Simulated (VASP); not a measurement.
# Al (Fm-3m) in VASP: notebook

Aim: see how the results for Al move with the level of theory and the settings. Levels: PBE+rVV10, PBE+TS, PBEsol+D3, PBEsol+D3(BJ). Tasks: relaxation of cell and atoms.

All numbers are computed with VASP 6.6.1; they aren't measurements. Logs are shortened: lines on timing, memory, paths and dates and some standing lists are left out, and cuts for length are marked.

## (1) The structure

It takes space group Fm-3m (No. 225, cubic). The conventional cell has a = 4.050 Å, b = 4.050 Å, c = 4.050 Å, α = 90.00°, β = 90.00°, γ = 90.00°. Around Al (site symmetry m-3m) lie 12 Al at 2.86 Å.

## (2) Relaxation of cell and atoms, PBE+rVV10

INCAR reads:

```
PREC = Accurate ; ENCUT = 600
EDIFF = 1E-6 ; ISMEAR = -1
SIGMA = 0.05 ; LREAL = F
LASPH = T ; NELM = 80
ALGO = Normal ; ISIF = 3
LWAVE = F ; LCHARG = F
GGA = PE ; LUSE_VDW = T
IVDW_NL = 2 ; BPARAM = 10.0
CPARAM = 0.0093 ; IBRION = 2
NSW = 60 ; EDIFFG = -0.005
```

KPOINTS reads:

```
regular mesh
0
Gamma
  11 11 11
```

POSCAR reads:

```
Al
1.0
    0.0000000000      2.0248050000      2.0248050000
    2.0248050000      0.0000000000      2.0248050000
    2.0248050000      2.0248050000      0.0000000000
Al
1
Direct
    0.0000000000      0.0000000000      0.0000000000
```

Potentials or basis: VASP PAW PBE potentials, release 64 (Al).

The run is started by

```sh
> cat potpaw_PBE.64/Al/POTCAR > POTCAR
> mpirun -np 1 vasp_std > vasp.out
```

OUTCAR:

```text
PREC = Accurate
   ENCUT = 600
   EDIFF = 1E-6
   ISMEAR = -1
   LREAL = F
   LASPH = T
   NELM = 80
   ISIF = 3
   GGA = PE
   IVDW_NL = 2
   BPARAM = 10.0
   IBRION = 2
   NSW = 60
   EDIFFG = -0.005

 ion  position               nearest neighbor table
   1  0.000  0.000  0.000-

  LATTYP: Found a face centered cubic cell.
 ALAT       =     4.0496100000

  Lattice vectors:

 A1 = (   0.0000000000,   2.0248050000,   2.0248050000)
 A2 = (   2.0248050000,   0.0000000000,   2.0248050000)
 A3 = (   2.0248050000,   2.0248050000,   0.0000000000)

Analysis of symmetry for initial positions (statically):
=====================================================================
 Subroutine PRICEL returns:
 Original cell was already a primitive cell.

 Routine SETGRP: Setting up the symmetry group for a
 face centered cubic supercell.

 Subroutine GETGRP returns: Found 48 space group operations
 (whereof 48 operations were pure point group operations)
 out of a pool of 48 trial point group operations.

The static configuration has the point symmetry O_h .

Analysis of symmetry for dynamics (positions and initial velocities):
=====================================================================
 Subroutine PRICEL returns:
 Original cell was already a primitive cell.

 Routine SETGRP: Setting up the symmetry group for a
 face centered cubic supercell.

 Subroutine GETGRP returns: Found 48 space group operations
 (whereof 48 operations were pure point group operations)
 out of a pool of 48 trial point group operations.

The dynamic configuration has the point symmetry O_h .

 Subroutine INISYM returns: Found 48 space group operations
 (whereof 48 operations are pure point group operations),
 and found     1 'primitive' translations

----------------------------------------------------------------------------------------

                                     Primitive cell

  volume of cell :      16.6027

  direct lattice vectors                    reciprocal lattice vectors
     0.000000000  2.024805000  2.024805000    -0.246937359  0.246937359  0.246937359
     2.024805000  0.000000000  2.024805000     0.246937359 -0.246937359  0.246937359
     2.024805000  2.024805000  0.000000000     0.246937359  0.246937359 -0.246937359

  length of vectors
     2.863506692  2.863506692  2.863506692     0.427708053  0.427708053  0.427708053

  position of ions in fractional coordinates (direct lattice)
     0.000000000  0.000000000  0.000000000

  ion indices of the primitive-cell ions
   primitive index   ion index
                 1           1

----------------------------------------------------------------------------------------

 KPOINTS: regular mesh

Automatic generation of k-mesh.
 Grid dimensions read from file:
 generate k-points for:   11   11   11

 Generating k-lattice:

  Cartesian coordinates                     Fractional coordinates (reciprocal lattice)
    -0.022448851  0.022448851  0.022448851     0.090909091  0.000000000  0.000000000
     0.022448851 -0.022448851  0.022448851     0.000000000  0.090909091  0.000000000
     0.022448851  0.022448851 -0.022448851     0.000000000  0.000000000  0.090909091

  Length of vectors
     0.038882550  0.038882550  0.038882550

  Shift w.r.t. Gamma in fractional coordinates (k-lattice)
     0.000000000  0.000000000  0.000000000

 Subroutine IBZKPT returns following result:
 ===========================================

 Found     56 irreducible k-points:

 Following reciprocal coordinates:
            Coordinates               Weight
  0.000000  0.000000  0.000000      1.000000
  0.090909  0.000000  0.000000      8.000000
  0.181818  0.000000  0.000000      8.000000
  0.272727  0.000000  0.000000      8.000000
  0.363636  0.000000  0.000000      8.000000
  0.454545  0.000000  0.000000      8.000000
[... 16 lines left out ...]
 -0.272727  0.181818  0.000000     24.000000
 -0.181818  0.181818  0.000000     12.000000
 [... further k-points ...]
   k-points           NKPTS =     56   k-points in BZ     NKDIM =     56   number of bands    NBANDS=      5
   number of dos      NEDOS =    301   number of ions     NIONS =      1
   total plane-waves  NPLWV =  13824
   dimension x,y,z NGX =    24 NGY =   24 NGZ =   24
   dimension x,y,z NGXF=    48 NGYF=   48 NGZF=   48
   ions per type =               1
   NGX,Y,Z   is equivalent  to a cutoff of  13.93, 13.93, 13.93 a.u.
   NGXF,Y,Z  is equivalent  to a cutoff of  27.87, 27.87, 27.87 a.u.
 SYSTEM =  unknown system
   PREC   = accura    normal or accurate (medium, high low for compatibility)
   ISTART =      0    job   : 0-new  1-cont  2-samecut
   ICHARG =      2    charge: 1-file 2-atom 10-const
   ISPIN  =      1    spin polarized calculation?
   LNONCOLLINEAR =      F non collinear calculations
   LSORBIT =      F    spin-orbit coupling
   LASPH  =      T    aspherical Exc in radial PAW
   ENCUT  =  600.0 eV  44.10 Ry    6.64 a.u.   5.72  5.72  5.72*2*pi/ulx,y,z
   NELM   =     80;   NELMIN=  2; NELMDL= -5     # of ELM steps
   EDIFF  = 0.1E-05   stopping-criterion for ELM
   LREAL  =      F    real-space projection
   EDIFFG = -.5E-02   stopping-criterion for IOM
   NSW    =     60    number of steps for IOM
   IBRION =      2    ionic relax: 0-MD 1-quasi-New 2-CG
   NFREE  =      1    steps in history (QN), initial steepest desc. (CG)
   ISIF   =      3    stress and relaxation
   ISYM   =      2    0-nonsym 1-usesym 2-fastsym
   POTIM  = 0.5000    time-step for ionic-motion
   TEBEG  =    0.0;   TEEND  =   0.0 temperature during run
   PSTRESS=    0.0 pullay stress
   NELECT =       3.0000    total number of electrons
   NUPDOWN=      -1.0000    fix difference up-down
   EMIN   =  10.00;   EMAX   =-10.00  energy-range for DOS
   EFERMI =   0.00;   METHOD = LEGACY
   ISMEAR =    -1;   SIGMA  =   0.05  broadening in eV -4-tet -1-fermi 0-gaus
   EFERMI_NEDOS =   21; number of points for ismear=-14 and -15
   IALGO  =     38    algorithm
   IMIX   =      4    mixing-type and parameters
     AMIX     =   0.40;   BMIX     =  1.00
     AMIX_MAG =   1.60;   BMIX_MAG =  1.00
  volume/ion in A,a.u.               =      16.60       112.04
  Fermi-wavevector in a.u.,A,eV,Ry     =   0.925526  1.748991 11.654733  0.856599
  Thomas-Fermi vector in A             =   2.051390
   LORBIT       =      0    0 simple, 1 ext, 2 COOP (PROOUT), +10 PAW based schemes
   GGA     = PE    functional components
   LHFCALC =     F    Hartree Fock is set to
   AEXX    =    0.0000 exact exchange contribution
   IVDW_NL    =     2    kernel type
   BPARAM     =10.0000
   IVDW    =     0    specifies the selected vdW correction
   LEPSILON=     F    determine dielectric tensor
   LRPA    =     F    only Hartree local field effects (RPA)
 conjugate gradient relaxation of ions
 non-spin polarized calculation
  energy-cutoff  :      600.00
  volume of cell :       16.60
 maximum number of plane-waves:       564
   NGX = 11   NGY = 11   NGZ = 11

--------------------------------------- Ionic step        1  -------------------------------------------

 number of electron       3.0000000 magnetization

 Free energy of the ion-electron system (eV)
  ---------------------------------------------------
  ext. energy  EPLUGINS =         0.00000000
  ---------------------------------------------------
  free energy    TOTEN  =        -3.66799766 eV

  energy without entropy =       -3.66399071  energy(sigma->0) =       -3.66599419

------------------------ aborting loop because EDIFF is reached ----------------------------------------

  FORCE on cell =-STRESS in cart. coord.  units (eV):
  Direction    XX          YY          ZZ          XY          YZ          ZX
  --------------------------------------------------------------------------------------
  -------------------------------------------------------------------------------------
  Total       -0.0841937     -0.0841937     -0.0841937     -0.0000000      0.0000000      0.0000000
  in kB       -8.1247612     -8.1247612     -8.1247612     -0.0000000      0.0000000      0.0000000
  external PRESSURE =      -8.1247612 kB  Pullay stress =       0.0000000 kB
[... 55 lines left out ...]
  energy  without entropy=       -3.6644372937  energy(sigma->0) =       -3.66643057

--------------------------------------- Ionic step        3  -------------------------------------------

 number of electron       3.0000000 magnetization

 Free energy of the ion-electron system (eV)
  ---------------------------------------------------
  ext. energy  EPLUGINS =         0.00000000
  ---------------------------------------------------
  free energy    TOTEN  =        -3.66843858 eV

  energy without entropy =       -3.66444869  energy(sigma->0) =       -3.66644363

 E-fermi :   8.0429     XC(G=0): -10.2210

 val. band max:        8.0311743944   @ k =  -0.4545   0.3636   0.0000
 cond. band min:       8.0655084140   @ k =   0.4545   0.1818   0.0909
 fundamental gap:      0.0343340197
 Fermi energy:         8.0428616387

 k-point     1 :       0.0000    0.0000    0.0000
  band No.  band energies     occupation
      1      -3.1313      2.00000
      2      20.6756      0.00000
      3      20.6756      0.00000
      4      20.6756      0.00000
      5      22.1964      0.00000

 k-point     2 :       0.0909    0.0000    0.0000
  band No.  band energies     occupation
      1      -2.9061      2.00000
      2      17.7537      0.00000
      3      20.0410      0.00000
      4      20.0410      0.00000
      5      22.8511      0.00000
[... 169 lines left out ...]
 k-point    24 :      -0.1818    0.1818    0.0000
  band No.  band energies     occupation
      1      -0.7474      2.00000
      2      11.8643      0.00000
      3      13.3305      0.00000
      4      19.9348      0.00000
      5      21.9629      0.00000

 [... further k-points ...]

------------------------ aborting loop because EDIFF is reached ----------------------------------------

  FORCE on cell =-STRESS in cart. coord.  units (eV):
  Direction    XX          YY          ZZ          XY          YZ          ZX
  --------------------------------------------------------------------------------------
  -------------------------------------------------------------------------------------
  Total        0.0014679      0.0014679      0.0014679      0.0000000     -0.0000000      0.0000000
  in kB        0.1431304      0.1431304      0.1431304      0.0000000     -0.0000000      0.0000000
  external PRESSURE =       0.1431304 kB  Pullay stress =       0.0000000 kB
[... 16 lines left out ...]
  FREE ENERGIE OF THE ION-ELECTRON SYSTEM (eV)
  ---------------------------------------------------
  free  energy   TOTEN  =        -3.6684385760 eV

  energy  without entropy=       -3.6644486864  energy(sigma->0) =       -3.66644363

 reached required accuracy - stopping structural energy minimisation
```

Run time: 38 s. Hardware: 1 thread of AMD EPYC 7R43 (Zen 3), shared host; peak memory 0.17 GiB.

What came out:

```
Free energy                            : -3.6684 eV
Relaxed volume                         : 16.43 Å³/atom
Relaxed cell                           : a = 2.854 Å, b = 2.854 Å, c = 2.854 Å, α = 60.00°, β = 60.00°, γ = 60.00°
Space group after relaxing (to 0.05 Å) : Fm-3m (No. 225)
Energy gained by relaxing              : 0.4 meV/atom
Ionic steps                            : 3
Pressure after relaxing                : 0.0 GPa
Band gap on the k mesh                 : none (metal or under the smearing width)
```

The path:
| step | energy change (eV) | largest force (eV/Å) | pressure (GPa) | volume (Å³) |
| --- | --- | --- | --- | --- |
| 1 | 0.0000 | 0.0000 | -0.81 | 16.60 |
| 2 | -0.0004 | 0.0000 | 0.15 | 16.40 |
| 3 | -0.0004 | 0.0000 | 0.01 | 16.43 |

Final structure:
```cif
data_structure
_symmetry_space_group_name_H-M 'P 1'
_symmetry_Int_Tables_number 1
_cell_length_a 2.8536
_cell_length_b 2.8536
_cell_length_c 2.8536
_cell_angle_alpha 60.000
_cell_angle_beta 60.000
_cell_angle_gamma 60.000
_cell_volume 16.43
loop_
_atom_site_label
_atom_site_type_symbol
_atom_site_fract_x
_atom_site_fract_y
_atom_site_fract_z
_atom_site_occupancy
Al1 Al 0.00000 0.00000 0.00000 1
```

Caveat: pairwise dispersion overbinds metals, which lowers pressure and volume.

## (3) Relaxation of cell and atoms, PBE+TS

INCAR reads:

```
PREC     = Accurate       # precision mode
ENCUT    = 600            # plane-wave cutoff, eV
EDIFF    = 1E-6           # SCF threshold, eV
ISMEAR   = -1             # smearing method
SIGMA    = 0.05           # smearing width, eV
LREAL    = F              # projectors in reciprocal space
LASPH    = T              # aspherical terms in the spheres
NELM     = 60             # most SCF steps
ALGO     = Normal         # electronic algorithm
ISIF     = 3              # what is computed and relaxed
LWAVE    = F              # write WAVECAR
LCHARG   = F              # write CHGCAR
GGA      = PE             # functional
IVDW     = 2              # dispersion correction
IBRION   = 2              # ionic algorithm
NSW      = 40             # ionic steps
EDIFFG   = -0.02          # ionic threshold
```

KPOINTS is that of step 2.

POSCAR is that of step 2.

Potentials or basis: VASP PAW PBE potentials, release 64 (Al).

The run is started by

```sh
> cat potpaw_PBE.64/Al/POTCAR > POTCAR
> mpirun -np 1 vasp_std > vasp.out
```

Run time: 17 s. Hardware: 1 thread of AMD EPYC 7R43 (Zen 3), shared host; peak memory 0.1 GiB.

It converged, with:

```yaml
Free_energy: -4.3468 eV
Relaxed_volume: 15.10 Å³/atom
Relaxed_cell: a = 2.774 Å, b = 2.774 Å, c = 2.774 Å, α = 60.00°, β = 60.00°, γ = 60.00°
Space_group_after_relaxing_to_0.05_Å: Fm-3m (No. 225)
Energy_gained_by_relaxing: 38.7 meV/atom
Ionic_steps: 3
Pressure_after_relaxing: -0.2 GPa
Band_gap_on_the_k_mesh: none (metal or under the smearing width)
Dispersion_energy_per_atom: -0.626 eV
```

Step by step:
```csv
step,energy change (eV),largest force (eV/Å),pressure (GPa),volume (Å³)
1,0.0000,0.0000,-7.68,16.60
2,-0.0362,0.0000,2.21,14.76
3,-0.0387,0.0000,-0.17,15.10
```

Final structure:
```
CELL_PARAMETERS angstrom
0.00000 1.96162 1.96162
1.96162 0.00000 1.96162
1.96162 1.96162 0.00000
ATOMIC_POSITIONS crystal
Al 0.00000 0.00000 0.00000
```

Levels at points of the mesh, in eV from the Fermi level:
```
           k point  band 1  band 2  band 3  band 4  band 5
(0.00, 0.00, 0.00)  -11.76   13.13   13.13   13.13   15.32
```

Caveat: atom-pairwise D2, TS and ULG terms overbind metals; pairwise dispersion overbinds metals, which lowers pressure and volume.

(Part 1 of 2 ends here.)
